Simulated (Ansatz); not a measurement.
CdS (Greenockite):

```
CELL_PARAMETERS angstrom
4.15000 0.00000 0.00000
-2.07500 3.59401 0.00000
0.00000 0.00000 6.73700
ATOMIC_POSITIONS crystal
Cd 0.66667 0.33333 0.50000
Cd 0.33333 0.66667 0.00000
S 0.66667 0.33333 0.87500
S 0.33333 0.66667 0.37500
```

* Program: Ansatz 0.2.0
* Task: relaxation of cell and atoms
* Functional: BHLYP
* Potentials or basis: Ansatz PAW
* Cutoff: 420 eV (not typed: the program's choice for these potentials)
* k mesh: 4 × 4 × 2
* Occupations: fermi-dirac, width 0.05 eV
* Spin: no spin polarisation

At the start: volume 25.12 Å³/atom.

**Question.** Where does the relaxation end?

**Answer.** It ends after 5 steps and the volume is 26.15 Å³/atom (+4.1 %); space group P6_3mc (No. 186, to 0.05 Å).

The path:
| step | energy change (eV) | largest force (eV/Å) | volume (Å³) |
| --- | --- | --- | --- |
| 1 | 0.0000 | 0.0665 | 100.48 |
| 2 | -0.0255 | 0.0258 | 105.16 |
| 3 | -0.0269 | 0.0139 | 104.65 |
| 4 | -0.0270 | 0.0001 | 104.60 |
| 5 | -0.0334 | 0.0001 | 104.60 |

Final structure:
```
Cd S
1.0
     4.20534    0.00000    0.00000
    -2.10267    3.64193    0.00000
     0.00000    0.00000    6.82972
Cd S
2 2
Cartesian
  2.1027 1.2140 3.4088
  0.0000 2.4280 -0.0060
  2.1027 1.2140 5.9820
  0.0000 2.4280 2.5672
```

Caveat: the k mesh is coarse (spacing up to 0.47 Å⁻¹), so the values aren't converged, least of all with exact exchange; the plane-wave basis is chosen anew once the cell has moved, so the energies of steps on either side of that aren't comparable; the PAW data sets come from PBE, with cores solved anew for the run's functional, which leaves a small shift of forces and pressure.
